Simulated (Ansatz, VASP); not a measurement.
# GaP in two plane-wave programs

Aim: how closely do two programs agree when they are given the same cell, functional and k mesh? The cell is taken from a series of runs on this material, whose earlier steps may have relaxed, scaled, displaced or heated it; both programs get it as it stands.

Main program and level: Ansatz 0.2.0; plane waves, with VASP 6.6.1 beside it; single point at HSE06.

### 1. The starting structure

Symmetry: I-4m2, No. 119, tetragonal system. Conventional cell: a = 3.961 Å, b = 3.961 Å, c = 5.288 Å, α = 90.00°, β = 90.00°, γ = 90.00°. Ga has 4 P at 2.38 Å nearest. Nearest to P lie 4 Ga at 2.38 Å. Farther neighbours are not listed.

As a file:

```cif
data_structure
_symmetry_space_group_name_H-M 'I-4m2'
_symmetry_Int_Tables_number 119
_cell_length_a 3.9613
_cell_length_b 3.9613
_cell_length_c 5.2880
_cell_angle_alpha 90.000
_cell_angle_beta 90.000
_cell_angle_gamma 90.000
_cell_volume 82.98
loop_
_atom_site_label
_atom_site_type_symbol
_atom_site_symmetry_multiplicity
_atom_site_Wyckoff_symbol
_atom_site_fract_x
_atom_site_fract_y
_atom_site_fract_z
_atom_site_occupancy
Ga1 Ga 2 a 0.00000 0.00000 0.00000 1
P1 P 2 c 0.50000 0.00000 0.75000 1
```

### 2. VASP: single point, HSE06

With cell and atoms fixed, the geometry can't cause a difference; cores, projectors, grids and the points listed under the comparison can.

Lines of VASP's logs that name or quote its potential files are left out, and so is its time.

The run reads the wave functions of an earlier VASP run, which isn't shown here.

Input file INCAR:

```
SYSTEM = GaP
PREC = Accurate
ENCUT = 400
EDIFF = 1E-06
NELM = 100
ISMEAR = -1
SIGMA = 0.02
LREAL = .FALSE.
ALGO = Normal
LHFCALC = .TRUE.
AEXX = 0.25
GGA = PE
HFSCREEN = 0.208
LASPH = .TRUE.
NBANDS = 24
PRECFOCK = Fast
LORBIT = 11
LWAVE = .FALSE.
LCHARG = .FALSE.
KPAR = 8
ISIF = 2
```

Input file POSCAR:

```
GaP
1.0
    3.9612759700      0.0000000000      0.0000000000
    0.0000000000      3.9612759700      0.0000000000
    0.0000000000      0.0000000000      5.2880057888
Ga P
2 2
Direct
    0.0000000000      0.0000000000      0.0000000000
    0.5000000000      0.5000000000      0.5000000000
    0.5000000000      0.0000000000      0.7500000000
    0.0000000000      0.5000000000      0.2500000000
```

Input file KPOINTS:

```
Automatic mesh
0
Gamma
5 5 4
0 0 0
```

Potentials, in the order of the species: Ga_d and P (PBE family, release 64).

On the command line:

```sh
mpirun -np 8 vasp_std
```

Numbers of over 12 decimals in the logs are rounded to 6 here.

What it wrote:

```text
[banner, memory and clock lines left out]
running    8 mpi-ranks, on    1 nodes
 distrk:  each k-point on    1 cores,    8 groups
 distr:  one band on    1 cores,    1 groups

 POSCAR found type information on POSCAR GaP
 POSCAR found :  2 types and       4 ions
|                                                                             |
|           W    W    AA    RRRRR   N    N  II  N    N   GGGG   !!!           |
|           W    W   A  A   R    R  NN   N  II  NN   N  G    G  !!!           |
|           W    W  A    A  R    R  N N  N  II  N N  N  G       !!!           |
|           W WW W  AAAAAA  RRRRR   N  N N  II  N  N N  G  GGG   !            |
|           WW  WW  A    A  R   R   N   NN  II  N   NN  G    G                |
|           W    W  A    A  R    R  N    N  II  N    N   GGGG   !!!           |
|                                                                             |
|     For optimal performance we recommend to set                             |
|       NCORE = 2 up to number-of-cores-per-socket                            |
|     NCORE specifies how many cores store one orbital (NPAR=cpu/NCORE).      |
|     This setting can greatly improve the performance of VASP for DFT.       |
|     The default, NCORE=1 might be grossly inefficient on modern             |
|     multi-core architectures or massively parallel machines. Do your        |
|     Unfortunately you need to use the default for GW and RPA                |
|     calculations (for HF NCORE is supported but not extensively tested      |
|     yet).                                                                   |
|                                                                             |

 LDA part: xc-table for (Slater+PW92), standard interpolation
 found WAVECAR, reading the header
 POSCAR, INCAR and KPOINTS ok, starting setup
 FFT: planning ... GRIDC
 FFT: planning ... GRID_SOFT
 FFT: planning ... GRID
 reading WAVECAR
 the WAVECAR file was read successfully
 initial charge from wavefunction
 entering main loop
       N       E                     dE             d eps       ncg     rms          rms(c)
DAV:   1    -0.215155640073E+02   -0.21516E+02   -0.12473E+00  1200   0.204E+01    0.139E+00
DAV:   2    -0.215131749309E+02    0.23891E-02   -0.17058E-01  1152   0.496E+00    0.149E+00
DAV:   3    -0.215105314136E+02    0.26435E-02   -0.17759E-02  1248   0.173E+00    0.103E+00
DAV:   4    -0.215100212785E+02    0.51014E-03   -0.27586E-03  1176   0.499E-01    0.596E-01
DAV:   5    -0.215098132773E+02    0.20800E-03   -0.22072E-04  1080   0.115E-01    0.341E-01
DAV:   6    -0.215097476353E+02    0.65642E-04   -0.46935E-05  1008   0.515E-02    0.194E-01
DAV:   7    -0.215097238343E+02    0.23801E-04   -0.90906E-06   904   0.239E-02    0.109E-01
DAV:   8    -0.215097143717E+02    0.94626E-05   -0.31592E-06   872   0.138E-02    0.593E-02
DAV:   9    -0.215097109971E+02    0.33745E-05   -0.11391E-06   688   0.785E-03    0.324E-02
DAV:  10    -0.215097097961E+02    0.12010E-05   -0.53123E-07   584   0.605E-03    0.172E-02
DAV:  11    -0.215097091551E+02    0.64101E-06   -0.26920E-07   544   0.422E-03
   1 F= -.21509709E+02 E0= -.21509709E+02  d E =-.360841E-11
```

Parts of OUTCAR (step 2):

```text
ion  position               nearest neighbor table
   1  0.000  0.000  0.000-   3 2.38   4 2.38   4 2.38   3 2.38
   2  0.500  0.500  0.500-   3 2.38   4 2.38   3 2.38   4 2.38
   3  0.500  0.000  0.750-   1 2.38   2 2.38   2 2.38   1 2.38
   4  0.000  0.500  0.250-   1 2.38   2 2.38   1 2.38   2 2.38

  LATTYP: Found a simple tetragonal cell.
 ALAT       =     3.9612759700
 C/A-ratio  =     1.3349248648

 Subroutine GETGRP returns: Found  8 space group operations
 (whereof  8 operations were pure point group operations)

The static configuration has the point symmetry D_2d.

 Found     18 irreducible k-points:

   k-points           NKPTS =     18   k-points in BZ     NKDIM =    100   number of bands    NBANDS=     24

   dimension x,y,z NGX =    28 NGY =   28 NGZ =   36
   dimension x,y,z NGXF=    56 NGYF=   56 NGZF=   72

   ENCUT  =  400.0 eV  29.40 Ry    5.42 a.u.   6.46  6.46  8.62*2*pi/ulx,y,z

   NELECT =      36.0000    total number of electrons

 k-points in reciprocal lattice and weights: Automatic mesh
   0.00000000  0.00000000  0.00000000       0.010
   0.20000000  0.00000000  0.00000000       0.040
   0.40000000  0.00000000  0.00000000       0.040
   0.20000000  0.20000000  0.00000000       0.040
   0.40000000  0.20000000  0.00000000       0.080
   0.40000000  0.40000000  0.00000000       0.040
   0.00000000  0.00000000  0.25000000       0.020
   0.20000000  0.00000000  0.25000000       0.080
   0.40000000  0.00000000  0.25000000       0.080
[...]
0.40000000  0.20000000  0.50000000       0.080
   0.40000000  0.40000000  0.50000000       0.040

  exchange ACFDT corr.  =         0.00000000  see jH, gK, PRB 81, 115126

 average (electrostatic) potential at core
       1 -58.5993       2 -58.5993       3 -80.1106       4 -80.1106

 E-fermi :   4.6140

 k-point     1 :       0.0000    0.0000    0.0000
  band No.  band energies     occupation
    ...
     14       0.8687      2.00000
     15       0.8687      2.00000
     16       3.8671      2.00000
     17       3.8671      2.00000
     18       4.1812      2.00000
     19       6.0671      0.00000
     20       6.1789      0.00000
     21       6.5150      0.00000
     22       8.6876      0.00000
     23       8.8054      0.00000
    ...

 k-point     2 :       0.2000    0.0000    0.0000
  band No.  band energies     occupation
    ...
     14       0.0206      2.00000
     15       1.1631      2.00000
     16       1.7534      2.00000
     17       3.2284      2.00000
     18       3.6482      2.00000
     19       6.4209      0.00000
     20       7.5890      0.00000
     21       8.3032      0.00000
     22       9.1165      0.00000
     23       9.1385      0.00000
    ...

 k-point     3 :       0.4000    0.0000    0.0000
  band No.  band energies     occupation
    ...
     14      -0.7509      2.00000
     15       0.0659      2.00000
     16       1.4318      2.00000
     17       1.9554      2.00000
     18       2.9396      2.00000
     19       7.2208      0.00000
     20       7.9001      0.00000
     21      10.1073      0.00000
     22      10.2586      0.00000
     23      10.7228      0.00000
    ...

  Total       -1.6309685     -1.6309685      0.4114606      0.0000000      0.0000000     -0.0000000
  in kB      -31.4915505    -31.4915505      7.9446863      0.0000000      0.0000000     -0.0000000
  external PRESSURE =     -18.3461382 kB  Pullay stress =       0.0000000 kB

  energy-cutoff  :      400.00
  volume of cell :       82.98
      direct lattice vectors                 reciprocal lattice vectors
     3.961275970  0.000000000  0.000000000     0.252443911  0.000000000  0.000000000
     0.000000000  3.961275970  0.000000000     0.000000000  0.252443911  0.000000000
     0.000000000  0.000000000  5.288005789     0.000000000  0.000000000  0.189107206

 POSITION                                       TOTAL-FORCE (eV/Angst)
 -----------------------------------------------------------------------------------
      0.00000      0.00000      0.00000        -0.000000      0.000000      0.000000
      1.98064      1.98064      2.64400        -0.000000     -0.000000      0.000000
      1.98064      0.00000      3.96600         0.000000     -0.000000      0.000000
      0.00000      1.98064      1.32200         0.000000     -0.000000      0.000000
 -----------------------------------------------------------------------------------
    total drift:                               -0.000006     -0.000012     -0.000000

  FREE ENERGIE OF THE ION-ELECTRON SYSTEM (eV)
  ---------------------------------------------------
  free  energy   TOTEN  =       -21.5097091551 eV

  energy  without entropy=      -21.5097091551  energy(sigma->0) =      -21.50970916

 total charge
# of ion       s       p       d       tot
------------------------------------------
    1        0.822   0.820  10.023  11.666
    2        0.822   0.820  10.023  11.666
    3        1.015   1.531   0.000   2.546
    4        1.015   1.531   0.000   2.546
--------------------------------------------------
tot          3.674   4.702  20.047  28.424

[... 3 further parts left out ...]
```

The run ends at a pressure of -1.83 GPa.

(Part 1 of 2 ends here.)

[Lines on the potential files, build, host, timing and source positions are cut from VASP's logs without a mark.]

[Logs are printed without paths, hosts, clocks, repeated set-up lines and the standing remarks that a program may print on its own settings, such as how far it seeks lower states.]

[Hosts, paths, dates, database ids (printed as entryN), source tags and the programs' standing remarks are cut or masked in the printed files.]
